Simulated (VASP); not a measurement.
All values below come from AM05 GGA, VASP's PBE PAW potentials (set 64) (plane waves; VASP).

VASP ran on this input.

KPOINTS:
```
Automatic mesh
0
Gamma
7 7 7
0 0 0
```

### POSCAR
```
CsBr
1
    4.3414187063     0.0000000000     0.0000000000
    0.0000000000     4.3414187063     0.0000000000
    0.0000000000     0.0000000000     4.3414187063
Cs Br
1 1
Direct
  0.0000000000   0.0000000000   0.0000000000
  0.5000000000   0.5000000000   0.5000000000
```

**INCAR**
```
SYSTEM = CsBr
PREC = Accurate
ENCUT = 520
EDIFF = 1E-7
NELM = 100
ALGO = Normal
LREAL = .FALSE.
LASPH = .TRUE.
ISMEAR = -5
GGA = AM
LMAXMIX = 4
LWAVE = .FALSE.
LCHARG = .TRUE.
LORBIT = 11
NEDOS = 601
ISIF = 2
```

POTCAR, in this order: Cs_sv Br (PBE.64 set). Program: vasp_std.

What VASP printed:

File OSZICAR:
```
       N       E                     dE             d eps       ncg     rms          rms(c)
DAV:   1     0.966835059575E+02    0.96684E+02   -0.65913E+03   480   0.112E+03
DAV:   2     0.974047434367E+00   -0.95709E+02   -0.90059E+02   740   0.177E+02
DAV:   3    -0.613091222080E+01   -0.71050E+01   -0.70791E+01   592   0.559E+01
DAV:   4    -0.620097229784E+01   -0.70060E-01   -0.70035E-01   556   0.669E+00
DAV:   5    -0.620156063726E+01   -0.58834E-03   -0.58825E-03   608   0.606E-01    0.176E+00
DAV:   6    -0.597034366818E+01    0.23122E+00   -0.36119E-01   544   0.303E+00    0.994E-01
DAV:   7    -0.593572312354E+01    0.34621E-01   -0.17638E-01   612   0.217E+00    0.559E-01
DAV:   8    -0.594007747051E+01   -0.43543E-02   -0.13511E-02   552   0.860E-01    0.942E-02
DAV:   9    -0.594078447341E+01   -0.70700E-03   -0.26810E-03   560   0.339E-01    0.727E-02
DAV:  10    -0.594084885201E+01   -0.64379E-04   -0.18654E-04   564   0.110E-01    0.137E-02
DAV:  11    -0.594085807668E+01   -0.92247E-05   -0.58058E-05   584   0.479E-02    0.524E-03
DAV:  12    -0.594086002951E+01   -0.19528E-05   -0.10519E-05   568   0.234E-02    0.112E-03
DAV:  13    -0.594086000863E+01    0.20876E-07   -0.23542E-07   556   0.399E-03
   1 F= -.59408600E+01 E0= -.59408600E+01  d E =0.000000E+00
```

### OUTCAR
```
------------------------ aborting loop because EDIFF is reached ----------------------------------------
  FORCE on cell =-STRESS in cart. coord.  units (eV):
  Direction    XX          YY          ZZ          XY          YZ          ZX
  --------------------------------------------------------------------------------------
  Total        0.0120117      0.0120117      0.0120117     -0.0000000     -0.0000000      0.0000000
  in kB        0.2351912      0.2351912      0.2351912     -0.0000000     -0.0000000      0.0000000
  external PRESSURE =       0.2351912 kB  Pullay stress =       0.0000000 kB
  volume of cell :       81.83
      direct lattice vectors                 reciprocal lattice vectors
     4.341418706  0.000000000  0.000000000     0.230339451  0.000000000  0.000000000
     0.000000000  4.341418706  0.000000000     0.000000000  0.230339451  0.000000000
     0.000000000  0.000000000  4.341418706     0.000000000  0.000000000  0.230339451
 POSITION                                       TOTAL-FORCE (eV/Angst)
 -----------------------------------------------------------------------------------
      0.00000      0.00000      0.00000         0.000000      0.000000      0.000000
      2.17071      2.17071      2.17071         0.000000      0.000000      0.000000
 -----------------------------------------------------------------------------------
    total drift:                                0.000000      0.000000     -0.000000
  FREE ENERGIE OF THE ION-ELECTRON SYSTEM (eV)
  ---------------------------------------------------
  free  energy   TOTEN  =        -5.9408600086 eV

  energy  without entropy=       -5.9408600086  energy(sigma->0) =       -5.94086001

 total charge

# of ion       s       p       d       tot
------------------------------------------
    1        1.830   4.706   0.028   6.564
    2        1.590   3.272   0.002   4.863
--------------------------------------------------
tot          3.420   7.978   0.030  11.427
```
(Selected blocks of OUTCAR.)

The compound is CsBr in the CsCl type structure. It was relaxed first.
